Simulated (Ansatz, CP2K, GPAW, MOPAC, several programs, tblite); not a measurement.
## ZnO (CsCl type) from semi-empirical methods to plane-wave DFT

ZnO, CsCl type, relaxed with r2SCAN in Ansatz, was computed with several methods. Space group Pm-3m (No. 221), cubic; a = 2.646 Å in the conventional setting, 9.26 Å³ an atom. Zn has 8 O at 2.29 Å; O has 8 Zn at 2.29 Å. Values at 0 K without nuclear motion; spin polarisation is off, and the phase may be a hypothetical one.

Space group Pm-3m (No. 221). a = 2.646 Å, b = 2.646 Å, c = 2.646 Å, α = 90.00°, β = 90.00°, γ = 90.00°
```json
{"atom": "Zn", "site": "1a", "symmetry": "m-3m", "x": "0.0000", "y": "0.0000", "z": "0.0000"}
{"atom": "O", "site": "1b", "symmetry": "m-3m", "x": "0.5000", "y": "0.5000", "z": "0.5000"}
```

Gaps and times are for a single point on this cell; volume and bulk modulus come from each method's own relaxation or energy curve at fixed shape. Times are rough, from shared hosts (Arm Neoverse V1), and each method has its own mesh and cell size. PM6 (MOPAC): levels, charges or heat of formation failed a check of plausibility, so no values are given. The energy curve of PM7 (MOPAC) is jagged, so its SCF state, and with it the gap, is in doubt. A star marks a curve whose lowest point is an end point. PM6 (MOPAC), PM7 (MOPAC), GFN1-xTB (tblite), GFN2-xTB (tblite) treat a cluster of cells at its zone centre, which samples few k points: where these miss a band edge, the gap comes out too large for that reason alone. Gaps from k meshes are read at a limited set of points (mesh, symmetry points, PBE's band edges), so each method's own least gap may be somewhat smaller. xTB and the PM methods were fitted mostly to molecules, and can miss a solid's gap by electronvolts. Minimal bases can be far off for gaps. d marks a direct gap, i an indirect one (no mark: not told apart), a dash a value that wasn't computed or didn't pass its checks.

```tsv
method	kind	gap (eV)	own volume (Å³/atom)	bulk modulus (GPa)	atoms computed	processor time
light PBE (260 eV and a coarse mesh)	light plane-wave	overlap 0.64	–	–	2	0.54 s
PBE	semilocal	overlap 0.59	9.71	160	2	1.5 s
r2SCAN	semilocal	overlap 0.04	9.26	187	2	3 s
PBE/SZV (CP2K)	small basis	overlap 0.92	–	–	2	6.2 s
PM7 (MOPAC)	semi-empirical	2.46	–	–	128	7.5 s
GFN1-xTB (tblite)	tight binding	0	–	–	128	7.9 s
PBE/single zeta (GPAW)	small basis	overlap 0.84	–	–	2	13 s
GFN2-xTB (tblite)	tight binding	0	8.24*	186*	128	15 s
PBE/DZVP (CP2K)	small basis	overlap 0.62	9.80	162	2	22 s
PM6 (MOPAC)	semi-empirical	–	–	–	128	63 s
```

Volumes against r2SCAN's: PBE +4.8 %, PBE/DZVP (CP2K) +5.7 %.

Runs without a result: non-self-consistent DFTB (CP2K) (single point).

With PBE and r2SCAN the bands overlap or touch, or nearly. Semilocal functionals can close a real gap, so this doesn't show a metal; small gaps of other methods may in turn close between the points read or with spin-orbit coupling, and the solid may be a semimetal.
